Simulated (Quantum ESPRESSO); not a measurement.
Crystal: CoO.

```xyz
2
Lattice="1.5055 0.8692 2.4399 -1.5055 0.8692 2.4399 0.0000 -1.7384 2.4399" Properties=species:S:1:pos:R:3 pbc="T T T"
Co    0.0000    0.0000    0.0000
O     0.0000    0.0000    3.6599
```

The cell is a database's computed one.

Base run:

```yaml
Program: Quantum ESPRESSO 7.5
Functional: PBEsol
Potentials_or_basis: GBRV 1.5 PBEsol
Cutoff: 762 eV
Density_cutoff: 6095 eV
k_mesh: 11 × 11 × 11
Occupations: fermi-dirac, width 0.05 eV
Spin: collinear spin, ferromagnetic start
Starting_moments: "[2.0, 0.0] μB"
```

Its results: band gap on the k mesh none (metal or under the smearing width); pressure -8.8 GPa; net moment 2.99 μB per cell; site moments Co +2.54; O +0.35 μB.

Problem. The run is repeated on the same cell with these changes: hubbard terms from none to Co d U = 4 eV. What comes out?

Solution. Band gap on the k mesh none (metal or under the smearing width); pressure -4.7 GPa; net moment 2.99 μB per cell; site moments Co +2.61; O +0.28 μB.

Caveats: a cell with one magnetic atom can't hold antiferromagnetic order, which such compounds often take; semilocal functionals often make such compounds metallic where correlation or magnetic order opens a gap, which also shifts bond lengths (some runs).
